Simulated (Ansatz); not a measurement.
Runs of Ansatz 0.2.0 on CoO. The structure is cubic, space group Fm-3m (No. 225). Conventional cell: a = 4.263 Å, b = 4.263 Å, c = 4.263 Å, α = 90.00°, β = 90.00°, γ = 90.00°. Co (site symmetry m-3m) is surrounded by 6 O at 2.13 Å. O (site symmetry m-3m) is surrounded by 6 Co at 2.13 Å. 

```csv
task,level,spin,cell,gap on the mesh (eV),pressure (GPa),moment (μB),relaxed volume (Å³/atom)
single point,PBEsol,off,as given,none,-28.2,-,-
single point,PBEsol,"collinear, random start",as given,none,-10.8,2.96,-
single point,PBEsol,"collinear, ferromagnetic start",as given,none,-10.8,2.96,-
relaxation of cell and atoms,PBEsol,"collinear, ferromagnetic start",relaxed,none,0.0,2.80,9.08
relaxation of cell and atoms,PBEsol+D3(BJ),"collinear, ferromagnetic start",relaxed,none,0.0,(a),9.61
```

Alike in all rows: potentials or basis Ansatz PAW; k mesh 11 × 11 × 11; cutoff (eV) 420; smearing fermi-dirac 0.05 eV.

Q: Fill in the values left out.

A: (a) 2.94.

Caveats: semilocal functionals often make such compounds metallic where correlation or magnetic order opens a gap, which also shifts bond lengths; the PAW data sets come from PBE, with cores solved anew for the run's functional, which leaves a small shift of forces and pressure; a cell with one magnetic atom can't hold antiferromagnetic order, which such compounds often take (some runs); the plane-wave basis is chosen anew once the cell has moved, so the energies of steps on either side of that aren't comparable (some runs); a pressure of tens of GPa on the cell as given is suspect, and the run, the potentials or the cell itself is likely at fault (some runs); an odd number of electrons without spin polarisation forces a metal (some runs); a magnetic or distorted state may lie lower (some runs).

A gap of «none» marks a metal or a gap under the smearing width.
